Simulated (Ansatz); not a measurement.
## Ti: how the free axis answers a strain

Ti, Fm-3m, a = 4.056 Å. This isn't the element's structure at ambient conditions. Ansatz: PBEsol, PAW, 420 eV, Γ-centred 18×18×14 mesh on 2 atoms, Gaussian smearing 0.10 eV; no spin polarisation. Series: uniaxial strain along a, with b, c and atoms relaxed; x is the strain in per cent. The axes a, b, c are those of the computed cell (2.868, 2.868, 4.056 Å), along [1 1 0], [-1 1 0], [0 0 1] of the cell named above. y is the change of c in per cent of 4.056 Å.

```
x (%) y (%)
 -6.0      ?
 -4.0   3.79
 -2.0   1.64
  0.0   0.00
  2.0  -1.65
  4.0  -3.30
  6.0  -5.08
```

**Question.** Fit y = c1 x + c2 x² to the other rows, say what c1 measures, and predict the missing y.

**Answer.** Least squares on the rows shown. y = −0.8859 x + 0.008850 x². So −c1 = 0.886 is Poisson's ratio for this pair of axes, over the isotropic limit of 0.5, which a direction in an anisotropic crystal may pass. Along b the same runs (not shown) give -0.16: b grows with the strained axis. With a term in x³ added, the coefficient of x becomes -0.8288, 6 % less, which shows how far this figure hangs on the form. At x = -6.0 the fit asked for gives 5.63 %. The run gave 6.35 %, so the fit is 0.72 % too low, 6.3 % of the span of the series, against an rms of 0.11 % on the fitted rows. The row lies outside the fitted range. With a term in x³ added, a fit to the same known rows predicts 6.20 %, so most of the miss is curvature that the known rows already hold.